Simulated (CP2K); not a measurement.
GaCuSe2:

```
Se Ga Cu
1.0
     6.79561    0.00000    0.00000
     2.14933    6.44676    0.00000
    -4.47247   -3.22338    3.97330
Se Ga Cu
4 2 2
Direct
  0.12562 0.62500 0.00062
  0.87500 0.87438 0.49938
  0.62438 0.12500 0.99938
  0.37500 0.37562 0.50062
  0.25000 0.75000 0.50000
  0.50000 0.50000 0.00000
  0.75000 0.25000 0.50000
  0.00000 0.00000 0.00000
```

Base run:

| Quantity | Value |
| --- | --- |
| Program | CP2K 2026.2 |
| Functional | PBEsol |
| Potentials or basis | POTENTIAL_UZH Se GTH-PBE-q6, Ga GTH-PBE-q13, Cu GTH-PBE-q11; TZVP-MOLOPT-PBE-GTH basis |
| Density cutoff | 6123 eV |
| k mesh | 7 × 7 × 7 |
| Occupations | fermi-dirac, width 0.05 eV |
| Spin | no spin polarisation |

Its results: band gap on the k mesh none (metal or under the smearing width); pressure 0.9 GPa.

Q: The run is repeated on the same cell with these changes: functional from PBEsol to PBE; eps_default from 1.0E-10 to 1.0E-9. What comes out?

A: Band gap on the k mesh 0.15 eV, direct; pressure 3.9 GPa.

Caveats: the basis of atomic orbitals isn't converged, which shifts pressures, moduli and gaps; the potentials were made for another functional, which shifts forces and pressure (some runs); the run has no spin polarisation, though such a crystal can be magnetic (some runs).

Not every run made on this cell is shown here.
